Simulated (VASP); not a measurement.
# InAs: single point with HSE(alpha, omega)

The system is InAs.

```
In As
1.0
     0.00000    3.01800    3.01800
     3.01800    0.00000    3.01800
     3.01800    3.01800    0.00000
In As
1 1
Cartesian
  0.0000 0.0000 0.0000
  4.5270 4.5270 4.5270
```

- Program: VASP 6.6.1
- Task: single point
- Functional: HSE(alpha, omega)
- Potentials or basis: VASP PAW PBE potentials, release 64 (In_d, As)
- Cutoff: 520 eV
- k mesh: 4 × 4 × 4
- Occupations: fermi-dirac, width 0.05 eV
- Spin: no spin polarisation
- Screening parameter: 0.3
- Grid for exact exchange (PRECFOCK): Fast
- Further INCAR settings: ALGO = Normal; EDIFF = 1e-06

```yaml
Pressure: 2.5 GPa
Band_gap_on_the_k_mesh: 0.45 eV, direct
```

Levels at points of the mesh, in eV from the valence-band top:
| k point | band 6 | band 7 | band 8 | band 9 | band 10 | band 11 | band 12 | band 13 |
| --- | --- | --- | --- | --- | --- | --- | --- | --- |
| (0.00, 0.00, 0.00) | -12.93 | 0.00 | 0.00 | 0.00 | 0.45 | 4.49 | 4.49 | 4.49 |
| (0.50, 0.00, 0.00) | -11.32 | -6.18 | -1.06 | -1.06 | 1.53 | 5.27 | 5.27 | 7.52 |
| (0.50, 0.50, 0.00) | -10.71 | -6.25 | -2.50 | -2.50 | 1.96 | 2.57 | 10.14 | 10.30 |

Run time: 2.3 min on 1 thread of Intel(R) Xeon(R) Platinum 8488C (Sapphire Rapids) (shared host), peak memory 0.28 GiB.

Caveat: the k mesh is coarse (spacing up to 0.45 Å⁻¹), so the values aren't converged, least of all with exact exchange; the PAW data sets were made with another functional, which shifts forces and pressure a little; spin-orbit coupling is left out, which moves the levels of the heavy elements.
